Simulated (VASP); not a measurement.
Wanted: the native input for a VASP 6.6.1 run.

```yaml
Task: relaxation of cell and atoms
Functional: PBE
Potentials_or_basis: VASP PAW PBE potentials, release 64 (Ta_pv)
Cutoff: 520 eV
k_mesh: 10 × 10 × 10
Occupations: gaussian, width 0.1 eV
Spin: no spin polarisation
Further_INCAR_settings: ALGO = Fast; EDIFF = 1e-07; IBRION = 2; EDIFFG = -0.002; NSW = 80; ISIF = 3
```

The structure of Ta lies in POSCAR:

```
Ta
1.0
   -1.6512800000      1.6512800000      1.6512800000
    1.6512800000     -1.6512800000      1.6512800000
    1.6512800000      1.6512800000     -1.6512800000
Ta
1
Direct
    0.0000000000      0.0000000000      0.0000000000
```

One way to write it, as run:

INCAR

```
  ALGO = Fast
  EDIFF = 1E-7
  EDIFFG = -0.002
  ENCUT = 520
  GGA = PE
  IBRION = 2
  ISIF = 3
  ISMEAR = 0
  LASPH = True
  LCHARG = False
  LREAL = False
  LWAVE = False
  NELM = 80
  NSW = 80
  PREC = Accurate
  SIGMA = 0.1
```

KPOINTS

```
k-points
0
Gamma
  10 10 10
```

Potentials or basis: VASP PAW PBE potentials, release 64 (Ta_pv).

The run is started by

```bash
$ cat potpaw_PBE.64/Ta_pv/POTCAR > POTCAR
$ mpirun -np 1 vasp_std > vasp.out
```

It gave:

The relaxed volume is 18.42 Å³/atom and the relaxed cell is a = 2.881 Å, b = 2.881 Å, c = 2.881 Å, α = 109.47°, β = 109.47°, γ = 109.47°. The space group after relaxing (to 0.05 Å) is Im-3m (No. 229), the energy gained by relaxing is 5.9 meV/atom and the ionic steps are 5. The pressure after relaxing is 0.0 GPa and the band gap on the k mesh is none (metal or under the smearing width).

It took 28 s on 1 thread of Intel(R) Xeon(R) Platinum 8375C CPU @ 2.90GHz (Ice Lake), on a shared host, peak memory 0.15 GiB.
